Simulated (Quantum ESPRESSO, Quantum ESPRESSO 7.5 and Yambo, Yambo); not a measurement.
# GaAs (F-43m): G0W0 on several meshes in Yambo

Wanted: mesh dependence and cost of G0W0 for GaAs (F-43m).

Method: PBE and many-body steps on it, plane waves, in Quantum ESPRESSO 7.5 and Yambo 5.3.0.

## 1. Set-up

The structure is cubic, space group F-43m (No. 216). The conventional cell has a = 5.654 Å, b = 5.654 Å, c = 5.654 Å, α = 90.00°, β = 90.00°, γ = 90.00°. Ga has 4 As at 2.45 Å nearest. Nearest to As lie 4 Ga at 2.45 Å. Farther neighbours are not listed.

The cell and positions come from the Crystallography Open Database and are kept as given unless a step says otherwise.

## 2. Empty states on the mesh, 4×4×4 mesh, 304 bands

This step: Quantum ESPRESSO 7.5; DFT, PBE, plane waves, norm-conserving pseudopotentials.

The sums over transitions need many empty states on a uniform mesh; this step solves for them.

Input file pw.in:

```
&control
  calculation = 'nscf'
  prefix = 'x'
  outdir = 'o'
  pseudo_dir = 'pseudo'
/
&system
  ibrav = 0
  nat = 2
  ntyp = 2
  ecutwfc = 76.0
  nbnd = 304
  force_symmorphic = .true.
/
&electrons
  conv_thr = 1e-9
  electron_maxstep = 80
  diago_full_acc = .true.
  diago_thr_init = 5e-6
/
ATOMIC_SPECIES
  Ga 69.723 Ga.upf
  As 74.922 As.upf
CELL_PARAMETERS angstrom
  0.0000000000 2.8268500000 2.8268500000
  2.8268500000 0.0000000000 2.8268500000
  2.8268500000 2.8268500000 0.0000000000
ATOMIC_POSITIONS crystal
  Ga 0.0000000000 0.0000000000 0.0000000000
  As 0.2500000000 0.2500000000 0.2500000000
K_POINTS automatic
  4 4 4 0 0 0
```

The run is started by

```bash
$ OMP_NUM_THREADS=1 mpirun -n 4 pw.x -nk 4 -in pw.in > pw.out
```

What it wrote:

```text
Program PWSCF v.7.5 starts

     This program is part of the open-source Quantum ESPRESSO suite
     for quantum simulation of materials; please cite
         "P. Giannozzi et al., J. Phys.:Condens. Matter 21 395502 (2009);
         "P. Giannozzi et al., J. Phys.:Condens. Matter 29 465901 (2017);
         "P. Giannozzi et al., J. Chem. Phys. 152 154105 (2020);
     in publications or presentations arising from this work. More details at

     Atomic positions and unit cell read from directory:
     o/x.save/

     Message from routine setup:
[...]
k =-0.3536-0.3536 0.3536 (  3426 PWs)   bands (ev):

[...]
[... 26 further rows ...]
   195.0280 195.9973 195.9973 196.6181 196.6181 196.6705 197.6055 197.6055
   197.8894 198.1610 198.1715 199.5231 199.5231 200.2122 200.5082 200.5082

          k = 0.3536 0.0000 0.0000 (  3399 PWs)   bands (ev):

     [... further k-points ...]

     highest occupied, lowest unoccupied level (ev):     8.8080    9.3217

     XML data file, pseudopotentials, collected wavefunctions

=------------------------------------------------------------------------------=
   JOB DONE.
=------------------------------------------------------------------------------=
```

Run time: 46 s. Hardware: 4 MPI ranks of Arm Neoverse N1, shared host; peak memory 0.58 GiB; 3 min of CPU time.

Numbers from this step:

- gap: 0.5137 eV
- k of the valence top: 0, 0, 0
- k of the conduction bottom: 0, 0, 0
- least direct gap: 0.5137 eV
- k points computed: 8
- lowest point of the top converged band, above the valence top: 187.3011 eV

On this mesh the gap is 0.514 eV.

The density comes from a self-consistent run that is not shown.

## 3. Conversion and set-up

This step: Yambo 5.3.0; conversion and set-up on PBE, plane waves, norm-conserving pseudopotentials.

The states are converted to the many-body program's format and the q mesh is built.

The run is started by

```bash
$ (cd o/x.save; p2y > p2y.log; mv SAVE ../..); yambo > setup.log
```

What it wrote:

```text
 Yambo, version 5.3.0

 [02] CORE Variables Setup
 =========================

  [02.01] Unit cells
  ==================

  Cell kind             :  FCC
  Atoms in the cell     :  Ga  As
  number of Ga atoms    :  1
  number of As atoms    :  1

  List of atomic masses
  Mass of Ga    :  69.72300
  Mass of As    :  74.92200

  List of atomic coordinates    : [cc]
  Ga1       :  0.000000  0.000000  0.000000  order 1
  As1       :  2.670986  2.670986  2.670986  order 2

  Alat factors          :  5.341972  5.341972  5.341972 [a.u.]
  Direct lattice volume :  304.8842 [a.u.]
[...]
==========================================

 IBZ Q-points                                      :   8
 BZ  Q-points                                      :   64

 K/Q-points units:
 rlu = crystal or reduced units; cc = cartesian coordinates; iku = interal k-units

 Q [1]          [rlu]:  0.000000  0.000000  0.000000
 Q [2]          [rlu]: -0.91587E-18 -0.91587E-18  0.25000
 Q [3]          [rlu]:  0.18317E-17  0.18317E-17 -0.50000
[...]
Q [7]          [rlu]:  0.52231E-17 -0.50000     -0.50000
 Q [8]          [rlu]:  0.250000 -0.500000 -0.250000

  [03.01] X indexes
  =================

   [03.01.01] Sigma indexes
   ========================

 [06] Game Over & Game summary
```

Run time: 3.4 s. Hardware: 1 MPI rank; peak memory 0.25 GiB.

## 4. 4×4×4

G0W0 replaces the xc potential by the self-energy, built once from these orbitals. Only a window of levels is corrected, while the sums run over the empty bands that the input names.

This step: G0W0 on PBE, plane waves, norm-conserving pseudopotentials.

Input file gw2.in:

```
HF_and_locXC
gw0
dyson
ppa
em1d
rim_cut
RandQpts= 1000000
RandGvec= 1 RL
EXXRLvcs= 76 Ry
VXCRLvcs= 304 Ry
Chimod= "HARTREE"
% BndsRnXp
 1 | 132 |
%
NGsBlkXp= 10.5 Ry
% LongDrXp
 1 | 1 | 1 |
%
% GbndRnge
 1 | 132 |
%
DysSolver= "n"
ExtendOut
PPAPntXp= 27.21138 eV
% QPkrange
 1 | 1 | 13 | 16 |
%
```

The run is started by

```bash
$ OMP_NUM_THREADS=1 mpirun -n 4 yambo -F gw2.in -J gw2 -C gw2 > gw2.log
```

What it wrote:

```text
 Yambo, version 5.3.0

 [02] CORE Variables Setup
 =========================

  [... cell, symmetries and grids as in the set-up ...]

  [02.05] Energies & Occupations
  ==============================

  [X] === General ===
  [X] Electronic Temperature                        :  0.000000  0.000000 [eV K]
  [X] Bosonic    Temperature                        :  0.000000  0.000000 [eV K]
  [X] Finite Temperature mode                       : no
  [X] El. density                                   :  0.61975E+24 [cm-3]
  [X] Fermi Level                                   :  8.808015 [eV]

  [X] === Gaps and Widths ===
  [X] Conduction Band Min                           :  0.513686 [eV]
  [X] Valence Band Max                              :  0.000000 [eV]
  [X] Filled Bands                                  :  14
  [X] Empty Bands                                   :   15  304
  [X] Direct Gap                                    :  0.513686 [eV]
  [X] Direct Gap localized at k                     :  1
  [X] Indirect Gap                                  :  0.513686 [eV]
  [X] Indirect Gap between kpts                     :  1  1
  [X] Last valence band width                       :  3.339526 [eV]
  [X] 1st conduction band width                     :  4.109682 [eV]

 [03] Transferred momenta grid and indexing
 ==========================================

 IBZ Q-points                                      :   8
 BZ  Q-points                                      :   64

 K/Q-points units:
 rlu = crystal or reduced units; cc = cartesian coordinates; iku = interal k-units

 Q [1]          [rlu]:  0.000000  0.000000  0.000000
 Q [2]          [rlu]: -0.91587E-18 -0.91587E-18  0.25000
 Q [3]          [rlu]:  0.18317E-17  0.18317E-17 -0.50000
 Q [4]          [rlu]: -0.26116E-17  0.25000      0.25000
 Q [5]          [rlu]:  0.71282E-16  0.25000      0.50000
 Q [6]          [rlu]:  0.18317E-17  0.25000     -0.25000
 Q [7]          [rlu]:  0.52231E-17 -0.50000     -0.50000
 Q [8]          [rlu]:  0.250000 -0.500000 -0.250000

 [04] Coloumb potential Random Integration (RIM)
 ===============================================

  [04.01] RIM initialization
  ==========================

  * Diagonal components only detected *

  8 x (sBL volume)        :  0.101699 [a.u.]
  sBZ random points       :  1000000
  Points outside the sBZ  :   7987327
  RL volume               :  0.813588 [a.u.]
  Integrated volume       :  0.814879 [a.u.]

  [04.02] RIM integrals
  =====================

  Gamma point sphere radius             :  0.084669 [a.u.]
  Points outside the sphere             :   799513
  [Int_sBZ(q=0) 1/q^2]*(Vol_sBZ)^(-1/3) =:  7.764325
                                 should be <:  7.795600

  Summary of Coulomb integrals for non-metallic bands |Q|[au] RIM/Bare

  Q [1] 0.100000E-4 0.995988 * Q [2] 0.254653 1.066317
  Q [4] 0.294048 1.065091 * Q [6] 0.415847 1.027759
  Q [5] 0.487623 1.020584 * Q [3] 0.509306 1.018268
  Q [7] 0.588096 1.014689 * Q [8] 0.657511 1.011648

 [WARNING] [Xp] User bands 1-132 break level degeneracy

 [05] Dipoles
 ============

  [05.01] Setup: observables and procedures
  =========================================

 [06] Dynamic Dielectric Matrix (PPA)
 ====================================

 [WR./gw2//ndb.pp]---------------------------------------------------------------
  Brillouin Zone Q/K grids (IBZ/BZ)                :    8   64    8   64
  RL vectors                                       :   4279 [WF]
  Coulomb cutoff potential                         : none
  Electronic Temperature                           :  0.000000 [K]
  Bosonic    Temperature                           :  0.000000 [K]
  PPA    diel. fun.  energies                      : Perdew, Burke & Ernzerhof(X)+Perdew, Burke & Ernzerhof(C)
  wavefunctions                                    : Perdew, Burke & Ernzerhof(X)+Perdew, Burke & Ernzerhof(C)
  Global Gauge                                     : length
  X matrix size                                    :  181
  X band range                                     :    1  132
  X e/h energy range                               : -1.000000 -1.000000 [eV]
  X Time ordering                                  : R
  X Hxc Kernel                                     : HARTREE
  X Drude frequency                                :  0.000000  0.000000
  X poles                                          :  100.0000 [o/o]
  RL vectors in the sum                            :   4279
  [r,Vnl] included                                 : yes
  Field direction                                  :  0.577350E-5  0.577350E-5  0.577350E-5
  BZ energy Double Grid                            : no
  BZ energy DbGd points                            : 0
  BZ Q point size factor                           : -1.000000
  X Optical Averaged directions                    : none

 [07] Local Exchange-Correlation + Non-Local Fock
 ================================================

 [VXC] Plane waves :  27317
 [EXS] Plane waves :   3527

 QP @ state[ 1 ] K range:  1  1
 QP @ state[ 1 ] b range:  13  16

 [xc] Functional : Perdew, Burke & Ernzerhof(X)+Perdew, Burke & Ernzerhof(C)
 [xc] LIBXC used to calculate xc functional
  PP Number of Atomic Species                      :  2
  NLCC RL compoments                               :  27317
  PP Number of Atomic Species                      :  2
  NLCC RL compoments                               :  27317

 [xc] E_xc :  -20.08671 [Ha]
      E_xc :  -40.17342 [Ry]

  Local XC kind (lXC) : Perdew, Burke & Ernzerhof(X)+Perdew, Burke & Ernzerhof(C)
  Non-Local XC kind (nlXC) : Hartree-Fock

  Corrections @ K [1] :  [eV]
 <13|nlXC|13> = -15.66126 -0.61454E-18 <13|lXC|13> = -13.35835 -0.42175E-20
 <14|nlXC|14> = -15.66128 -0.20629E-17 <14|lXC|14> = -13.35835 -0.18881E-15
 <15|nlXC|15> = -10.38568  0.62889E-17 <15|lXC|15> = -13.90073  0.20772E-20
 <16|nlXC|16> = -6.912179  0.36225E-17 <16|lXC|16> = -10.84098  0.14161E-15

 [08] Dyson equation: Newton solver
 ==================================

  [08.01] G0W0 (W PPA)
  ====================

  [  GW  ] Bands range     :    1  132
  [GW/PPA] G damping       :  0.100000 [eV]

  QP @ state[ 1 ] K range:  1  1
  QP @ state[ 1 ] b range:  13  16

   Sc/G bands                                       :    1  132
   Sc/G damping                                     :  0.100000 ev
   Sc bands terminator                              : no
   Sx RL components                                 :   3527

   QP @ state[ 1 ] K range                          :  1  1
   QP @ state[ 1 ] b range                          :  13  16
   GF energies kind                                 : Perdew, Burke & Ernzerhof(X)+Perdew, Burke & Ernzerhof(C)
   GF WF`s kind                                     : Perdew, Burke & Ernzerhof(X)+Perdew, Burke & Ernzerhof(C)
   Xs energies kind                                 : Perdew, Burke & Ernzerhof(X)+Perdew, Burke & Ernzerhof(C)
   Xs WF`s kind                                     : Perdew, Burke & Ernzerhof(X)+Perdew, Burke & Ernzerhof(C)

 [11] Game Over & Game summary
```

The job ended after 2 min (4 MPI ranks; peak memory 1.6 GiB; 8.1 min of CPU time).

Numbers from this step:

```
G0W0 gap on the points computed              : 1.119 eV
starting gap on the mesh                     : 0.5137 eV
k of the valence top                         : 0, 0, 0
k of the conduction bottom                   : 0, 0, 0
least direct G0W0 gap on the computed points : 1.119 eV
Z at the valence top                         : 0.7969
Z at the conduction bottom                   : 0.7970
```

The gap on the mesh goes from 0.51 eV to 1.12 eV, a correction of +0.60 eV.

## 5. Empty states on the mesh, 2×2×2 mesh, 132 bands

This step: Quantum ESPRESSO 7.5; DFT, PBE, plane waves, norm-conserving pseudopotentials.

pw.in, as its differences from that of step 2:

```diff
@@ -11,3 +11,3 @@
   ecutwfc = 76.0
-  nbnd = 304
+  nbnd = 132
   force_symmorphic = .true.
@@ -31,2 +31,2 @@
 K_POINTS automatic
-  4 4 4 0 0 0
+  2 2 2 0 0 0
```

The run is started by

```bash
$ OMP_NUM_THREADS=1 mpirun -n 4 pw.x -nk 4 -in pw.in > pw.out
```

What it wrote:

```text
[banner, memory and clock lines left out]
Program PWSCF v.7.5 starts

     Atomic positions and unit cell read from directory:
     o/x.save/

     Message from routine setup:
     using ibrav=0 with symmetry is DISCOURAGED, use correct ibrav instead

     Message from routine divide_et_impera:
     suboptimal parallelization: some nodes have no k-points

     G-vector sticks info

     bravais-lattice index     =            0
     lattice parameter (alat)  =       7.5547  a.u.
     unit-cell volume          =     304.8842 (a.u.)^3
     number of atoms/cell      =            2
[...]
108.9727 109.1283 109.1283 109.1283

          k =-0.3536-0.3536 0.3536 (  3426 PWs)   bands (ev):

[...]
[... 5 further rows ...]
[...]
107.6549 108.3584 108.7679 108.7679

          k =-0.7071 0.0000 0.0000 (  3378 PWs)   bands (ev):

[...]
69.2737  70.5190  75.4220  75.5733  75.7729  75.7729  77.3256  77.3256
     [... 5 further rows ...]
   104.0964 104.0964 104.3972 104.3972 105.7275 107.5287 108.5377 108.9153
   112.7232 112.7232 113.2810 113.2810

     highest occupied, lowest unoccupied level (ev):     8.8080    9.3217

     XML data file, pseudopotentials, collected wavefunctions
```

Run time: 7.8 s. Hardware: 4 MPI ranks; peak memory 0.31 GiB; 31 s of CPU time.

This step gave:

- gap: 0.5137 eV
- k of the valence top: 0, 0, 0
- k of the conduction bottom: 0, 0, 0
- least direct gap: 0.5137 eV
- k points computed: 3
- lowest point of the top converged band, above the valence top: 99.9599 eV

On this mesh the gap is 0.514 eV.

(Part 1 of 2 ends here.)

[Paths, hosts, dates, memory and timing lines, banners, echoed tables and standing remarks are left out of the program output.]

[Logs are printed without paths, hosts, clocks, repeated set-up lines and the standing remarks that a program may print on its own settings, such as how far it seeks lower states.]

[Runs of the session that timed out or met a known fault of the program may be left out.]

[Hosts, paths, dates, database ids (printed as entryN), source tags and the programs' standing remarks are cut or masked in the printed files.]
